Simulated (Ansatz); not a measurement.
Runs of Ansatz 0.2.0 on Al. It takes space group Im-3m (No. 229, cubic). The conventional cell has a = 3.182 Å, b = 3.182 Å, c = 3.182 Å, α = 90.00°, β = 90.00°, γ = 90.00°. Al (site symmetry m-3m) is surrounded by 8 Al at 2.76 Å. This isn't the form of Al at room conditions, which is fcc.

```tsv
task	level	cell	k mesh	atoms under strain	gap on the mesh (eV)	pressure (GPa)	relaxed volume (Å³/atom)
phonons	LDA	as given	9 × 9 × 9	-	none	-	-
relaxation of cell and atoms	RPBE+D4	relaxed	12 × 12 × 12	-	none	0.0	15.92
relaxation of cell and atoms	revPBE+D4	relaxed	12 × 12 × 12	-	none	0.0	(a)
relaxation of cell and atoms	BLYP+D3(BJ)	relaxed	12 × 12 × 12	-	none	0.0	15.97
elastic constants	LDA	as given	9 × 9 × 9	relaxed	none	0.5	-
relaxation of cell and atoms	BLYP+D4	relaxed	12 × 12 × 12	-	none	0.0	(b)
relaxation of cell and atoms	revPBE+D3(BJ)	relaxed	12 × 12 × 12	-	none	0.0	15.73
```

Alike in all rows: potentials or basis Ansatz PAW; no spin polarisation; cutoff (eV) 420; smearing fermi-dirac 0.05 eV.

Estimate the missing entries.

(a) 15.98; (b) 16.35.

Caveats: the PAW data sets come from PBE, with cores solved anew for the run's functional, which leaves a small shift of forces and pressure; the plane-wave basis is chosen anew once the cell has moved, so the energies of steps on either side of that aren't comparable (some runs); pairwise dispersion overbinds metals, which lowers pressure and volume (some runs); the elastic tensor has a negative eigenvalue, so either the cell is unstable as it stands or the mesh is too thin (some runs).

A gap of «none» marks a metal or a gap under the smearing width.

Runs at the PBE level aren't shown here.
